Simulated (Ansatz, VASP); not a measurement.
**Cross-check of GaP between VASP and Ansatz**

Wanted: the spread between two codes on one cell, functional and k mesh. The cell is taken from a series of runs on this material, whose earlier steps may have relaxed, scaled, displaced or heated it; both programs get it as it stands.

Main program and level: Ansatz 0.2.0; plane waves, with VASP 6.6.1 beside it; relaxation of cell and atoms at r2SCAN.

### 1. Set-up

The structure is cubic, space group F-43m (No. 216). The conventional cell has a = 5.451 Å, b = 5.451 Å, c = 5.451 Å, α = 90.00°, β = 90.00°, γ = 90.00°. Nearest to P lie 4 Ga at 2.36 Å. Nearest to Ga lie 4 P at 2.36 Å. Farther neighbours are not listed.

### 2. Ansatz: relaxation of cell and atoms, r2SCAN

Ansatz runs on its PAW soft_1 files.

The relaxed volume is the usual yardstick between codes: in a stiff, nearly cubic crystal its relative difference is about their pressure difference at one cell divided by the bulk modulus.

Input file input.yaml:

```yaml
crystal:
  lattice:
    - [0.0, 2.7255, 2.7255]
    - [2.7255, 0.0, 2.7255]
    - [2.7255, 2.7255, 0.0]
  atoms:
    - { symbol: P, position: [0.0, 0.0, 0.0] }
    - { symbol: Ga, position: [0.25, 0.25, 0.25] }
kpoints:
  mp_grid: { grid: [8, 8, 8] }
hamiltonian:
  xc: r2scan
  pseudopotentials: { kind: paw, azcp: { folder: soft_1 } }
scf:
  occupations: { method: gaussian, width: 0.02 }
output:
  forces: true
  stress: true
  eigenvalues: true
  write_density: true
  write_potential: true
  elf: true
  volumetric_format: npy
relax:
  adjacent_minimum: "off"
  f_tol: 0.005
  max_steps: 80
  cell: { stress_tol: 0.05 }
```

Launch:

```bash
$ ansatz run input.yaml --threads 8 --pin off --max-ram 16384MiB --backend cpu --events-out ev --progress --plain --runs-dir out
```

Numbers of over 12 decimals in the logs are rounded to 6 here.

Log:

```text
Engine: ansatz 0.2.0, x86_64-unknown-linux-gnu
Pseudopotentials: kind: paw
Pseudopotential: P, paw, valence charge 5, recommended cutoff 500 eV (meta_gga), soft_1/P.paw.azcp
Pseudopotential: Ga, paw, valence charge 13, recommended cutoff 500 eV (meta_gga), soft_1/Ga.paw.azcp
Functional definition: r2SCAN
  parameter k0 = 0.174
  parameter k1 = 0.065
  parameter a1 = 4.9479
  exchange = r2scan_x(k0 = k0, k1 = k1, a1 = a1)
  correlation = r2scan_c
Crystal: 2 atoms, lattice volume = 40.492 Å³
Basis set: ecut = 500 eV, 965 PW (Γ), exchange–correlation on 120×120×120 points (64 copies of the dense FFT grid, shifted against one another)
Bands: 13, of which v1, the nominal top of the filled ones, is band 9 counted from 1 (8 counted from 0)
Symmetry: 24 space group operations
Space group: F-43m (ITA 216), of the structure as read, at distance tolerance 3.4e-5 Å
k-points: 29 of 512 (time reversal used)
Non-local potential: P, projectors of the file, l = 0: 2, l = 1: 2, l = 2: 1
Non-local potential: Ga, projectors of the file, l = 0: 2, l = 1: 2, l = 2: 3, l = 3: 1
PAW form: soft (Blöchl's): semilocal exchange-correlation on the pseudo side does not see the compensation charge
PAW frozen core: P, regenerated for the run's functional (the file was generated under x = pbe(κ = 0.804, μ = 0.219515), c = pbe(β = 0.066725))
PAW frozen core: Ga, regenerated for the run's functional (the file was generated under x = pbe(κ = 0.804, μ = 0.219515), c = pbe(β = 0.066725))
PAW one-centre angular grid: P, 302 points (default); XC on 160 Gauss nodes
PAW one-centre angular grid: Ga, 590 points (default); XC on 160 Gauss nodes
Initial density: superposition of atomic densities (chi_scale 0.1, normalization cell, long waves kept (reshape's long-wave potential 0.00 eV rms))
Initial wavefunctions: pseudopotential atomic-orbital guess
Functional: x = r2scan, c = r2scan; τ floored in thin density (d = 2e-4 eV/Å³)
SCF iter   1: F=—  HF=-4550.486093 eV  |F-HF|=—  |Δ(HF+E_count)|=         —  Δρ=5.01e-2  dr2=6.69e-1  dr2_τ=1.71e-2  ethr=3.10e-3  ⟨swp⟩=6.4  Hψ=2629  notcnv=0
preconditioner: auto → none  [insulator: Δε(μ)=2.139 eV  Ē_g=16.233 eV  σ=0.020 eV  W_gap=1.00  n_scr=14 (ndim 8)  ℏωp=24.8 eV  f_vac=0.000  D(μ)=0.00/eV (n_scr^D=0)  ε∞_Penn≈3.3]
SCF iter   2: F=—  HF=-4550.466868 eV  |F-HF|=—  |Δ(HF+E_count)|=   1.92e-2  Δρ=2.32e-2  dr2=1.07e-1  dr2_τ=9.27e-4  ethr=3.10e-3  ⟨swp⟩=2.1  Hψ=754  notcnv=0
SCF iter   3: F=—  HF=-4550.490710 eV  |F-HF|=—  |Δ(HF+E_count)|=   2.38e-2  Δρ=5.32e-3  dr2=8.08e-3  dr2_τ=4.57e-4  ethr=5.97e-4  ⟨swp⟩=2.0  Hψ=496  notcnv=0
SCF iter   4: F=—  HF=-4550.490006 eV  |F-HF|=—  |Δ(HF+E_count)|=   7.04e-4  Δρ=8.29e-4  dr2=1.42e-4  dr2_τ=1.81e-6  ethr=4.49e-5  ⟨swp⟩=2.7  Hψ=631  notcnv=0
SCF iter   5: F=—  HF=-4550.489965 eV  |F-HF|=—  |Δ(HF+E_count)|=   4.13e-5  Δρ=1.88e-4  dr2=1.47e-5  dr2_τ=2.44e-7  ethr=7.87e-7  ⟨swp⟩=2.0  Hψ=655  notcnv=0
SCF iter   6: F=—  HF=-4550.489958 eV  |F-HF|=—  |Δ(HF+E_count)|=   6.49e-6  Δρ=7.09e-5  dr2=2.47e-6  dr2_τ=1.34e-8  ethr=8.19e-8  ⟨swp⟩=2.0  Hψ=634  notcnv=0
SCF iter   7: F=-4550.489958 eV  HF=-4550.489958 eV  |F-HF|=1.06e-7  |Δ(HF+E_count)|=   7.30e-7  Δρ=1.22e-5  dr2=8.98e-8  dr2_τ=3.20e-10  ethr=5.56e-10  ⟨swp⟩=8.7  Hψ=2887  notcnv=0
SCF 1 converged in 7 iterations: F = -4550.489958 eV  dr2 = 8.98e-8
  greatest PAW one-centre occupation: 0.993 electrons in one spin orbital (limit 2), on the Ga atom at site 1 (counted from 0), in its partial waves of l = 2
relax step   1: F+E_penalty+E_count = -4550.48995752 eV  Δ(F+E_penalty+E_count) = +0.000e0 eV  max|allowed force component| = 1.295e-16 eV/Å  Δτ_max = 0.0000 Å  P = +0.037 GPa  Ω = 40.492 Å³  (7 SCF iters, dr2 threshold 1.00e-7 eV, accepted)
Initial density: handed on by an earlier stage of this run
Initial wavefunctions: pseudopotential atomic-orbital guess (no wavefunctions were taken with the density)
iter 1 solved again at ethr=1.53e-6 eV; its pass at ethr=3.10e-3 eV (dr2=2.75e-4 eV) is discarded
SCF iter   1: F=—  HF=-4550.489956 eV  |F-HF|=—  |Δ(HF+E_count)|=         —  Δρ=1.21e-5  dr2=7.68e-8  dr2_τ=3.33e-10  ethr=1.53e-6  ⟨swp⟩=2.6  Hψ=3546  notcnv=0
eigensolver tolerance schedule: the retry pair's looser diagonalisation over-reported the residual by 3576.46 of it (diagonalisation noise at an unbounded share of the residual, at the tolerance the schedule requests for it); recorded, not acted on — ethr = c·dr2/N_el stays at c = 1.0e-1
preconditioner: auto → none  [insulator: Δε(μ)=1.897 eV  Ē_g=16.243 eV  σ=0.020 eV  W_gap=1.00  n_scr=14 (ndim 8)  ℏωp=24.8 eV  f_vac=0.009  D(μ)=0.00/eV (n_scr^D=0)  ε∞_Penn≈3.3]
SCF iter   2: F=—  HF=-4550.489958 eV  |F-HF|=—  |Δ(HF+E_count)|=   1.21e-6  Δρ=9.96e-6  dr2=1.49e-8  dr2_τ=4.41e-10  ethr=4.27e-10  ⟨swp⟩=3.9  Hψ=916  notcnv=0
SCF iter   3: F=—  HF=-4550.489958 eV  |F-HF|=—  |Δ(HF+E_count)|=   3.82e-9  Δρ=4.09e-6  dr2=2.63e-9  dr2_τ=5.36e-11  ethr=8.28e-11  ⟨swp⟩=2.0  Hψ=537  notcnv=0
SCF iter   4: F=—  HF=-4550.489958 eV  |F-HF|=—  |Δ(HF+E_count)|=   2.73e-9  Δρ=5.12e-7  dr2=4.15e-11  dr2_τ=3.73e-12  ethr=1.46e-11  ⟨swp⟩=3.0  Hψ=646  notcnv=0
SCF iter   5: F=-4550.489958 eV  HF=-4550.489958 eV  |F-HF|=2.73e-12  |Δ(HF+E_count)|=  6.46e-11  Δρ=1.12e-7  dr2=4.32e-12  dr2_τ=1.10e-13  ethr=1.00e-12  ⟨swp⟩=7.6  Hψ=1997  notcnv=0
SCF 2 converged in 5 iterations: F = -4550.489958 eV  dr2 = 4.32e-12
relax step   2: F+E_penalty+E_count = -4550.48995759 eV  Δ(F+E_penalty+E_count) = -7.470e-8 eV  max|allowed force component| = 1.180e-16 eV/Å  Δτ_max = 0.0000 Å  P = +0.037 GPa  Ω = 40.492 Å³  stress off target by 3.71e-2 GPa  SCF on the basis re-selected at this cell (its energy is not comparable with the rows above)  (5 SCF iters)
basis re-selected at this cell: Δ(F+E_penalty+E_count) = -7.470e-8 eV, ΔP = +0.000 GPa vs the last step (what re-selecting the basis moved, of the pressure what is left beyond the Pulay correction that the steps carried, after the strain that the cell walked since its last selection, with what the two solves' SCF thresholds leave and, on support functions, any second-order correction that the steps lacked; it is no m [...]
SCF converged after 5 iterations
Free energy (F): -4550.489958 eV
Harris-Foulkes:  -4550.489958 eV  (|F-HF|=2.73e-12)
Internal energy: -4550.489958 eV  (E = F + TS)
E sigma→0 (E₀):  -4550.489958 eV
Fermi energy:    7.828610 eV
--- Per-component energies (eV) ---
  E_band       = -67.813122
  E_kinetic    = 180.083913
  E_local      = -1677.922500  (includes V_loc(G=0)·N_el)
  E_nonlocal   = -59.001847
  E_hartree    = 1018.473552
  E_xc         = -125.724650
  E_vxc        = -123.125009  (∫ρ·V_xc dr)
  E_paw        = -2573.130008  (= ΣΔE_a)
  E_vpaw       = -430.688945  (= ΣTr[D̂ρ^β])
  E_aug_tail   = 0.000030  (compensation charges beyond the density's cutoff)
  E_vtau       = 5.894127  (kinetic-family band-sum trace: ∫τ·v_τ [+ j·A + Jᵃ·Aᵃ] dr)
  E_ewald      = -1312.524540
  E_core_change = -0.743908  (= ΣΔE_core)
  E_smearing   = -0.000000  (= −TS)
  E_closure    = 0.000000  (closes the sum)
  Σ components = -4550.489958   (vs F -4550.489958, Δ=0.00e0)
--- Forces (eV/Å), atoms counted from 1 ---
  atom   1  P      0.00000000    -0.00000000     0.00000000
  atom   2  Ga     0.00000000    -0.00000000    -0.00000000
  max |Σ_I F_I| component: 3.19e-16 eV/Å
--- Stress (GPa, compression-positive) ---
        0.037142       0.000000      -0.000000
       -0.000000       0.037142       0.000000
       -0.000000       0.000000       0.037142
  P = ⅓ Tr σ = 0.0371 GPa (0.371 kbar)
--- Band table (eV; the first three rows and the last of 29) ---
  k-point 0: bands = [... 5 lower, -6.1415, 6.8804, 6.8804, 6.8804, 9.2446, 11.0544, 11.0544, 11.0544]
  k-point 1: bands = [... 5 lower, -5.9277, 5.2571, 6.6415, 6.6415, 9.7736, 11.4205, 11.4205, 11.7392]
  k-point 2: bands = [... 5 lower, -5.3251, 2.9158, 6.1887, 6.1887, 9.4262, 11.9503, 11.9503, 13.7690]
  k-point 28: bands = [... 5 lower, -2.9514, 0.1479, 3.1701, 3.3400, 11.9135, 12.1759, 13.4234, 13.4640]
--- Relaxed structure (1 steps of the walk, 1 accepted, 1 SCFs on fresh bases) ---
  F+E_penalty+E_count = -4550.48995759 eV   max|allowed force component| = 1.180e-16 eV/Å   (the final SCF, on the basis selected at the relaxed cell)
  cell:  # Å, volume = 40.4919 Å³
    - [0.0, 2.7255, 2.7255]
    - [2.7255, 0.0, 2.7255]
    - [2.7255, 2.7255, 0.0]
  atoms:
    - { symbol: P, position: [0.0, 0.0, 0.0] }
    - { symbol: Ga, position: [0.250000, 0.250000, 0.250000] }
```

The column dr2 measures how far the density is from self-consistency, as an energy; F and HF (Harris–Foulkes) agree once it is small.

### 3. VASP: relaxation of cell and atoms, r2SCAN

The same cell, functional, mesh and smearing now go to VASP, with its own data sets.

Lines of VASP's logs that name or quote its potential files are left out, and so is its time.

Input file INCAR:

```
SYSTEM = GaP
PREC = Accurate
ENCUT = 550
EDIFF = 1E-07
NELM = 120
ISMEAR = 0
SIGMA = 0.02
LREAL = .FALSE.
ALGO = Normal
METAGGA = R2SCAN
LASPH = .TRUE.
NBANDS = 15
LORBIT = 11
LWAVE = .FALSE.
LCHARG = .FALSE.
ISIF = 3
IBRION = 2
NSW = 80
EDIFFG = -0.005
GGA_COMPAT = .FALSE.
NELMIN = 4
EFERMI = MIDGAP
LMIXTAU = .TRUE.
```

Input file POSCAR:

```
GaP
1.0
    0.0000000000      2.7255000000      2.7255000000
    2.7255000000      0.0000000000      2.7255000000
    2.7255000000      2.7255000000      0.0000000000
P Ga
1 1
Direct
    0.0000000000      0.0000000000      0.0000000000
    0.2500000000      0.2500000000      0.2500000000
```

Input file KPOINTS:

```
Automatic mesh
0
Gamma
8 8 8
0 0 0
```

The projector-augmented-wave data sets are P and Ga_d (PBE family, release 64).

Launch:

```bash
$ mpirun -np 1 vasp_std
```

Log:

```text
[banner, memory and clock lines left out]
running    1 mpi-ranks, on    1 nodes
 distrk:  each k-point on    1 cores,    1 groups
 distr:  one band on    1 cores,    1 groups

 POSCAR found type information on POSCAR P Ga
 POSCAR found :  2 types and       2 ions
|                                                                             |
|               ----> ADVICE to this user running VASP <----                  |
|                                                                             |
|     You enforced a specific xc type in the INCAR file but a different       |
|     [... a line on the potential file left out ...]
|     I HOPE YOU KNOW WHAT YOU ARE DOING!                                     |
|                                                                             |

 LDA part: xc-table for (None), standard interpolation
 POSCAR, INCAR and KPOINTS ok, starting setup
 FFT: planning ... GRIDC
 FFT: planning ... GRID_SOFT
 FFT: planning ... GRID
 WAVECAR not read
 entering main loop
       N       E                     dE             d eps       ncg     rms          rms(c)
DAV:   1     0.766055680426E+02    0.76606E+02   -0.93647E+03   870   0.187E+03
DAV:   2    -0.163986293008E+02   -0.93004E+02   -0.88646E+02   954   0.362E+02
DAV:   3    -0.236166645519E+02   -0.72180E+01   -0.71855E+01  1094   0.754E+01
DAV:   4    -0.237391584667E+02   -0.12249E+00   -0.12243E+00  1033   0.106E+01
DAV:   5    -0.237414396980E+02   -0.22812E-02   -0.22812E-02  1122   0.125E+00    0.482E+00
DAV:   6    -0.214295436957E+02    0.23119E+01   -0.63313E-01  1122   0.166E+01    0.317E+00
DAV:   7    -0.215930490877E+02   -0.16351E+00   -0.37924E-01  1066   0.679E+00    0.149E+00
DAV:   8    -0.214382879762E+02    0.15476E+00   -0.11487E-01   912   0.426E+00    0.100E+00
DAV:   9    -0.214440513843E+02   -0.57634E-02   -0.19268E-01   877   0.425E+00    0.252E-01
DAV:  10    -0.214573237119E+02   -0.13272E-01   -0.14889E-01   870   0.356E+00    0.124E-01
DAV:  11    -0.214625712599E+02   -0.52475E-02   -0.56481E-03  1066   0.561E-01    0.513E-02
DAV:  12    -0.214618980755E+02    0.67318E-03   -0.44407E-04  1010   0.176E-01    0.607E-02
DAV:  13    -0.214629884282E+02   -0.10904E-02   -0.79411E-04   954   0.297E-01    0.237E-02
DAV:  14    -0.214629996993E+02   -0.11271E-04   -0.25185E-05  1101   0.432E-02    0.303E-02
DAV:  15    -0.214630028336E+02   -0.31343E-05   -0.74178E-06  1010   0.294E-02    0.232E-02
DAV:  16    -0.214630123039E+02   -0.94702E-05   -0.34458E-06   961   0.247E-02    0.233E-03
DAV:  17    -0.214630119717E+02    0.33213E-06   -0.51620E-07  1059   0.738E-03    0.266E-03
DAV:  18    -0.214630114268E+02    0.54496E-06   -0.42791E-07   947   0.672E-03    0.593E-04
DAV:  19    -0.214630108932E+02    0.53354E-06   -0.67575E-08   694   0.290E-03    0.786E-04
DAV:  20    -0.214630110428E+02   -0.14957E-06   -0.24364E-08   547   0.189E-03    0.142E-04
DAV:  21    -0.214630110407E+02    0.20514E-08   -0.66593E-09   484   0.985E-04
   1 F= -.21463011E+02 E0= -.21463011E+02  d E =-.214630E+02
 curvature:   0.00 expect dE= 0.000E+00 dE for cont linesearch  0.000E+00
 trial: gam= 0.00000 g(F)=  0.188E-44 g(S)=  0.112E-04 ort = 0.000E+00 (trialstep = 0.100E+01)
 search vector abs. value=  0.112E-04
 bond charge predicted
       N       E                     dE             d eps       ncg     rms          rms(c)
DAV:   1    -0.214631311898E+02   -0.12015E-03   -0.14098E-03  1101   0.756E-01    0.647E-02
DAV:   2    -0.214630432976E+02    0.87892E-04   -0.13809E-04  1101   0.281E-01    0.304E-02
DAV:   3    -0.214630214651E+02    0.21833E-04   -0.24785E-05  1087   0.115E-01    0.676E-03
DAV:   4    -0.214630203785E+02    0.10865E-05   -0.75787E-06   945   0.358E-02    0.174E-03
DAV:   5    -0.214630209010E+02   -0.52244E-06   -0.74648E-07   933   0.908E-03    0.246E-03
DAV:   6    -0.214630210981E+02   -0.19711E-06   -0.32476E-08   631   0.180E-03    0.297E-03
DAV:   7    -0.214630197862E+02    0.13118E-05   -0.20166E-07   815   0.435E-03    0.318E-04
DAV:   8    -0.214630200042E+02   -0.21799E-06   -0.37232E-08   526   0.213E-03    0.226E-04
DAV:   9    -0.214630200013E+02    0.29645E-08   -0.27577E-09   456   0.541E-04
   2 F= -.21463020E+02 E0= -.21463020E+02  d E =-.896051E-05
 trial-energy change:   -0.000009  1 .order   -0.000003   -0.000011    0.000006
 step:   0.8856(harm=  0.6609)  dis= 0.00000  next Energy=   -21.463020 (dE=-0.928E-05)
 reached required accuracy - stopping structural energy minimisation
```

OUTCAR, selected parts (step 3):

```text
ion  position               nearest neighbor table
   1  0.000  0.000  0.000-   2 2.36   2 2.36   2 2.36   2 2.36
   2  0.250  0.250  0.250-   1 2.36   1 2.36   1 2.36   1 2.36

  LATTYP: Found a face centered cubic cell.
 ALAT       =     5.4510000000

 Subroutine GETGRP returns: Found 24 space group operations
 (whereof 24 operations were pure point group operations)

The static configuration has the point symmetry T_d .

 Found     29 irreducible k-points:

   k-points           NKPTS =     29   k-points in BZ     NKDIM =     29   number of bands    NBANDS=     15

   dimension x,y,z NGX =    30 NGY =   30 NGZ =   30
   dimension x,y,z NGXF=    60 NGYF=   60 NGZF=   60

   ENCUT  =  550.0 eV  40.42 Ry    6.36 a.u.   7.37  7.37  7.37*2*pi/ulx,y,z

   NELECT =      18.0000    total number of electrons

 k-points in reciprocal lattice and weights: Automatic mesh
   0.00000000  0.00000000  0.00000000       0.002
   0.12500000  0.00000000  0.00000000       0.016
   0.25000000  0.00000000  0.00000000       0.016
   0.37500000  0.00000000  0.00000000       0.016
   0.50000000  0.00000000  0.00000000       0.008
   0.12500000  0.12500000  0.00000000       0.012
   0.25000000  0.12500000  0.00000000       0.047
   0.37500000  0.12500000  0.00000000       0.047
   0.50000000  0.12500000  0.00000000       0.047
[...]
-0.37500000  0.50000000  0.12500000       0.023
  -0.25000000  0.50000000  0.25000000       0.012

 average (electrostatic) potential at core
       1 -86.4512       2 -70.1789

 E-fermi :   5.4191

 k-point     1 :       0.0000    0.0000    0.0000
  band No.  band energies     occupation
    ...
      5     -10.4081      2.00000
      6      -8.5579      2.00000
      7       4.4684      2.00000
      8       4.4684      2.00000
      9       4.4684      2.00000
     10       6.8179      0.00000
     11       8.6592      0.00000
     12       8.6592      0.00000
     13       8.6592      0.00000
     14      13.9340      0.00000
    ...

 k-point     2 :       0.1250    0.0000    0.0000
  band No.  band energies     occupation
    ...
      5     -10.4080      2.00000
      6      -8.3441      2.00000
      7       2.8432      2.00000
      8       4.2299      2.00000
      9       4.2299      2.00000
     10       7.3563      0.00000
     11       9.0259      0.00000
     12       9.0259      0.00000
     13       9.3336      0.00000
     14      14.1155      0.00000
    ...

 k-point     3 :       0.2500    0.0000    0.0000
  band No.  band energies     occupation
    ...
      5     -10.4067      2.00000
      6      -7.7412      2.00000
      7       0.5012      2.00000
      8       3.7776      2.00000
      9       3.7776      2.00000
     10       7.0129      0.00000
     11       9.5573      0.00000
     12       9.5573      0.00000
     13      11.3568      0.00000
     14      13.9414      0.00000
    ...

  Total        0.0063735      0.0063735      0.0063735     -0.0000000      0.0000000     -0.0000000
  in kB        0.2524108      0.2524108      0.2524108     -0.0000000      0.0000000     -0.0000000
  external PRESSURE =       0.2524108 kB  Pullay stress =       0.0000000 kB

  energy-cutoff  :      550.00
  volume of cell :       40.46
      direct lattice vectors                 reciprocal lattice vectors
    -0.000000000  2.724683362  2.724683362    -0.183507562  0.183507562  0.183507562
     2.724683362  0.000000000  2.724683362     0.183507562 -0.183507562  0.183507562
     2.724683362  2.724683362 -0.000000000     0.183507562  0.183507562 -0.183507562

 POSITION                                       TOTAL-FORCE (eV/Angst)
 -----------------------------------------------------------------------------------
      0.00000      0.00000      0.00000         0.000000      0.000000      0.000000
      1.36234      1.36234      1.36234        -0.000000     -0.000000     -0.000000
 -----------------------------------------------------------------------------------
    total drift:                                0.000002      0.000002      0.000002

  FREE ENERGIE OF THE ION-ELECTRON SYSTEM (eV)
  ---------------------------------------------------
  free  energy   TOTEN  =       -21.4630200013 eV

  energy  without entropy=      -21.4630200013  energy(sigma->0) =      -21.46302000

 reached required accuracy - stopping structural energy minimisation

 total charge
# of ion       s       p       d       tot
------------------------------------------
    1        1.009   1.542   0.000   2.550
    2        0.831   0.848  10.018  11.697
--------------------------------------------------
tot          1.840   2.390  10.018  14.247

[... 3 further parts left out ...]
```

CONTCAR:

```
GaP
   1.00000000000000
    -0.0000000000000000    2.7246833624473750    2.7246833624473750
     2.7246833624473750    0.0000000000000000    2.7246833624473750
     2.7246833624473750    2.7246833624473750   -0.0000000000000000
  P               Ga
     1     1
Direct
     0.0000000000000000    0.0000000000000000    0.0000000000000000
     0.2500000000000000    0.2500000000000000    0.2500000000000000
```

### 4. Differences

Known differences besides the potentials themselves: VASP keeps PBE cores, Ansatz makes them for the functional; the cutoff is 500 eV in Ansatz and 550 eV in VASP; Ansatz adds a Pulay correction to the stress that steers its cell, VASP none. Total energies have different zeros and are not compared.

Both answers:

| quantity | Ansatz | VASP | difference |
| --- | --- | --- | --- |
| volume (Å³) | 40.49 | 40.46 | +0.09 % |
| edge a after relaxation, in the typed setting (Å) | 3.854 | 3.853 | +0.03 % |

### 5. Results

```json
{"difference in volume (relaxation of cell and atoms, r2SCAN)": "0.090 %"}
```

What this shows: The difference in volume is 0.090 % (relaxation of cell and atoms, r2SCAN), within the 1.2 % picked in this series as the mark of a large difference, as far as the stopping tolerances let one tell. Such differences can come from data sets, numerical settings and the points named under the comparisons, not from the functional's error against experiment.

[Lines on the potential files, build, host, timing and source positions are cut from VASP's logs without a mark.]

[Logs are printed without paths, hosts, clocks, repeated set-up lines and the standing remarks that a program may print on its own settings, such as how far it seeks lower states.]

[Hosts, paths, dates, database ids (printed as entryN), source tags and the programs' standing remarks are cut or masked in the printed files.]
